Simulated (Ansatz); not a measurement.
# TaN: the cost of one run

Method: DFT PBE, scalar-relativistic, plane waves, PAW, in Ansatz 0.2.0.

2 further runs of the same task are left out: 2 set aside as unsound or not needed.

## Step 1: The starting structure

Symmetry: P-6m2, No. 187, hexagonal system. Conventional cell: a = 2.950 Å, b = 2.950 Å, c = 2.898 Å, α = 90.00°, β = 90.00°, γ = 120.00°. Around Ta (site symmetry -6m2) lie 6 N at 2.24 Å. Around N (site symmetry -6m2) lie 6 Ta at 2.24 Å.

As a file:

```
CELL_PARAMETERS angstrom
2.95018 0.00000 0.00000
-1.47509 2.55493 0.00000
0.00000 0.00000 2.89777
ATOMIC_POSITIONS crystal
Ta 0.33333 0.66667 0.50000
N 0.00000 0.00000 0.00000
```

It is the result of an earlier relaxation at this level (volume 10.92 Å³/atom; gap on the mesh: none (metal)).

## Step 2: Bands, states and charges

input.yaml reads:

```yaml
crystal:
  lattice:
    - [2.9501846799, 0.0, 0.0]
    - [-1.4750923399, 2.5549348786, 0.0]
    - [0.0, 0.0, 2.8977716016]
  atoms:
    - { symbol: Ta, position: [0.3333333333, 0.6666666667, 0.5] }
    - { symbol: "N", position: [0.0, 0.0, 0.0] }
basis:
  ecutwfc: 420
kpoints:
  mp_grid: { grid: [18, 18, 14] }
  band_path:
    path:
      - [[0.0, 0.0, 0.0], [0.5, 0.0, 0.0], [0.33333333, 0.33333333, 0.0], [0.0, 0.0, 0.0], [0.0, 0.0, 0.5], [0.5, 0.0, 0.5], [0.33333333, 0.33333333, 0.5], [0.0, 0.0, 0.5]]
      - [[0.5, 0.0, 0.5], [0.5, 0.0, 0.0]]
      - [[0.33333333, 0.33333333, 0.5], [0.33333333, 0.33333333, 0.0]]
    npoints: 14
hamiltonian:
  xc: pbe
scf:
  occupations: { method: gaussian, width: 0.1 }
  n_extra_bands: 6
output:
  forces: true
  stress: true
  eigenvalues: true
  populations: true
  dos: { projected: true, de: 0.02, nscf_kmesh: { grid: [27, 27, 21] } }
  bader: true
  write_density: true
  write_potential: true
  elf: true
  volumetric_format: npy
```

Command:

```
> ansatz run input.yaml --threads 1 --pin off --max-ram 2560MiB --backend cpu --events-out ev --progress --plain --runs-dir out
```

Q: Estimate wall time and peak memory on 1 thread of Arm Neoverse V2, shared host.

About 37 s, with a peak of 0.41 GiB.
